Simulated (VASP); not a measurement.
## A VASP 6.6.1 single-point calculation on GaN

INCAR

```
SIGMA = 0.02
GGA = PE
LCHARG = .FALSE.
ENCUT = 520
EDIFF = 1E-7
LASPH = .TRUE.
NELM = 64
ISMEAR = -1
LWAVE = .FALSE.
IBRION = -1
ISIF = 2
PREC = Accurate
NSW = 0
NBANDS = 16
LREAL = .FALSE.
```

KPOINTS

```
KPOINTS created by Atomic Simulation Environment
0
Gamma
1 1 1
0 0 0
```

POSCAR

```
Ga N
 1.0000000000000000
     0.0000000000000000    2.2489525411000000    2.3164211173000000
     2.2489525411000000    0.0000000000000000    2.3164211173000000
     2.2489525411000000    2.2489525411000000    0.0000000000000000
 Ga  N
   1   1
Cartesian
  0.0000000000000000  0.0000000000000000  0.0000000000000000
  1.1244762705500000  1.1244762705500000  1.1582105586500002
```

The recommended PBE PAW datasets give the neutral cell 18 valence electrons.

Command

```
mpirun -np 1 vasp_std
```

OSZICAR

```
N       E                     dE             d eps       ncg     rms          rms(c)
DAV:   1     0.721123520996E+02    0.72112E+02   -0.94794E+03    40   0.194E+03
DAV:   2     0.637070564691E+00   -0.71475E+02   -0.65055E+02    32   0.261E+02
DAV:   3    -0.412170767242E+01   -0.47588E+01   -0.47459E+01    32   0.616E+01
DAV:   4    -0.417008054349E+01   -0.48373E-01   -0.48357E-01    48   0.676E+00
DAV:   5    -0.417052165469E+01   -0.44111E-03   -0.44110E-03    32   0.632E-01    0.145E+01
DAV:   6     0.394133552668E+01    0.81119E+01   -0.21708E+01    48   0.712E+01    0.414E+00
DAV:   7     0.404959381448E+01    0.10826E+00   -0.16940E+00    32   0.102E+01    0.340E+00
DAV:   8     0.402564892524E+01   -0.23945E-01   -0.16223E-01    56   0.681E+00    0.534E-01
DAV:   9     0.403159894650E+01    0.59500E-02   -0.53244E-02    40   0.329E+00    0.159E-01
DAV:  10     0.403096806417E+01   -0.63088E-03   -0.31878E-03    48   0.790E-01    0.656E-02
DAV:  11     0.403078386588E+01   -0.18420E-03   -0.38064E-04    32   0.187E-01    0.435E-02
DAV:  12     0.403074489314E+01   -0.38973E-04   -0.83595E-05    48   0.103E-01    0.896E-03
DAV:  13     0.403074354001E+01   -0.13531E-05   -0.13259E-05    40   0.316E-02    0.376E-03
DAV:  14     0.403074357698E+01    0.36967E-07   -0.56756E-07    40   0.151E-02
   1 F= 0.40307436E+01 E0= 0.40309769E+01  d E =-.466590E-03
```

It converged. Results: gap between bands v and c on the k mesh 0.31 eV; least direct gap on the k mesh 0.31 eV; pressure 55.6 GPa. Band v is the last that the valence electrons fill when counted band by band, and c is the next.

Question: Why shouldn't this run be trusted?

Answer: One k point for a small cell. On sound settings PBE gives a gap of 1.52 eV on its mesh and a pressure of 0.7 GPa for the intended cell. This run's energy (σ→0) differs from it by 8089 meV an atom.
